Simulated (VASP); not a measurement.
Input of a VASP 6.6.1 run:

File INCAR:

```
SYSTEM = BN
PREC = Accurate
ENCUT = 520
EDIFF = 1E-7
ISMEAR = 0
SIGMA = 0.05
LREAL = .False.
LASPH = .True.
NELM = 100
ALGO = Normal
ISIF = 2
LWAVE = .False.
LCHARG = .False.
GGA = PS
NBANDS = 16
```

The input KPOINTS:

```
Automatic mesh
0
Gamma
  12 12 4
  0 0 0
```

The input POSCAR:

```
BN
1.0
    2.5043488457      0.0000000000      0.0000000000
   -1.2521744229      2.1688297203      0.0000000000
    0.0000000000      0.0000000000      7.0190956742
B N
2 2
Direct
    0.3110649686      0.6503650923      0.2500000000
    0.6443983019      0.3170317589      0.7500000000
    0.3333333333      0.6666666667      0.7500000000
    0.6666666667      0.3333333333      0.2500000000
```

Potentials or basis: VASP PAW PBE potentials, release 64 (B, N).

Run with:

```console
$ cat potpaw_PBE.64/B/POTCAR potpaw_PBE.64/N/POTCAR > POTCAR
$ mpirun -np 1 vasp_std > vasp.out
```

(1) What does it give for the band gap on the k mesh?

(2) What does it give for the pressure?

## Answers

(1) 4.19 eV, indirect (least direct gap 4.63 eV).

(2) 1.2 GPa.

Caveat: the PAW data sets were made with another functional, which shifts forces and pressure a little; this functional lacks dispersion, which binds the layers, so the pressure and a relaxed spacing across them are unreliable.
